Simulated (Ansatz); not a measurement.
## Polymorphs of TaC₂

The calculation used Ansatz 0.2.0, DFT PBE, scalar-relativistic, plane waves, PAW. Settings: cutoff 420 eV, Γ-centred meshes spaced at most about 0.3 Å⁻¹, and about 0.25 Å⁻¹ or finer for metals (2π included), Gaussian smearing. No spin polarisation.

The zero of energy is the elements' standard structures at the same level; no fitted shifts are applied.

Temperature and zero-point effects are left out. Only the structures computed here compete, so a lower one can exist. For metals, differences of a few meV/atom aren't resolved. No dispersion correction is applied, so the spacing and binding between layers, chains or molecules are poorly described (P-3m1), and this can change margins and order among such cells. These runs have no spin–orbit coupling, which can matter for Ta. The reference form of C is held partly by dispersion forces, which this level lacks.

Invented guesses were relaxed alike, and ends that match in structure were merged. ΔE counts from the first row. Coordination counts C atoms around Ta (those within 1.25 times the shortest such distance or 1.15 times the sum of covalent radii). The ends were matched against large subsets of the Crystallography Open Database and the Materials Project, so a missing match doesn't prove that a structure is unreported.

```tsv
#	reached from	type and space group	atoms	Å³/atom	coordination	ΔE (meV/atom)	gap on mesh (eV)	in databases
1	LaC2 type (I4/mmm)	CaC2, I4/mmm (No. 139)	3	9.9	Ta 10	0	0.00	no match
2	LuH2 type (Fm-3m)	fluorite, Fm-3m (No. 225)	3	11.4	Ta 8	827	0.00	no match
3	TiB2 type (P6/mmm)	AlB2, P6/mmm (No. 191)	3	9.2	Ta 12	855	0.00	no match
4	TiSe2 type (P-3m1)	cadmium iodide, P-3m1 (No. 164)	3	16.7	Ta 6	1075	0.00	no match
5	random cell	P6/mmm (No. 191)	3	13.2	Ta 6	1639	0.00	no match
6	random cell	P4/mmm (No. 123)	3	16.4	Ta 4	1752	0.00	no match
7	TiCo2 type (Fd-3m)	cubic Laves (C15), Fd-3m (No. 227)	6	10.0	Ta 12	1755	0.00	no match
```

The lowest: Space group I4/mmm (No. 139), tetragonal, a = 3.171 Å, c = 5.909 Å. Around Ta lie 10 C at 2.26–2.35 Å; around C lie 1 C at 1.38 Å and 5 Ta at 2.26–2.35 Å. Its energy over the elements is +0.54 eV/atom. A positive value: parting into the elements would lower its energy. An observed structure of this formula, if there is one, may be missing.

```cif
data_structure
_symmetry_space_group_name_H-M 'I4/mmm'
_symmetry_Int_Tables_number 139
_cell_length_a 3.1714
_cell_length_b 3.1714
_cell_length_c 5.9086
_cell_angle_alpha 90.000
_cell_angle_beta 90.000
_cell_angle_gamma 90.000
_cell_volume 59.43
loop_
_atom_site_label
_atom_site_type_symbol
_atom_site_symmetry_multiplicity
_atom_site_Wyckoff_symbol
_atom_site_fract_x
_atom_site_fract_y
_atom_site_fract_z
_atom_site_occupancy
Ta1 Ta 2 a 0.00000 0.00000 0.00000 1
C1 C 4 e 0.00000 0.00000 0.38287 1
```

The second: Space group Fm-3m (No. 225), cubic, a = 5.155 Å. Ta has 8 C at 2.23 Å; around C lie 4 Ta at 2.23 Å and 6 C at 2.58 Å. Counting C atoms around Ta, the first has Ta 10 and the second has Ta 8. The first holds C–C pairs (shortest 1.38 Å); in the second the shortest C–C distance is 2.58 Å. Shaken at random and relaxed again, row 1 came back. Cells without such a test can be saddle points. Some structure types and database cells were kept out of the candidates from the start, so a known form may be missing.

The CaC₂-type cell is clearly the lowest of the computed structures, and its C–C pairs offer the most likely reason. Isolated carbide ions in the fluorite cell would demand more electrons than tantalum's five valence electrons can supply, whereas pairing the carbons lowers that demand. At 1.38 Å the pair is much longer than the triple bond of an acetylide and closer to a double bond, which suggests that Ta d electrons partly fill the C₂ π* orbitals. Ta–C covalency makes a purely ionic count approximate.

Coordination alone doesn't set the order: the AlB₂-type and Laves cells both have Ta 12, yet lie far apart in energy.

The return after shaking supports a local minimum for the lowest cell, but its energy of +0.54 eV/atom over the elements rules out thermodynamic stability at this level. Because rocksalt TaC is a strongly bound compound, decomposition into TaC and graphite should be more favourable still, in keeping with the known preference of the Ta–C system for carbon-poorer carbides.
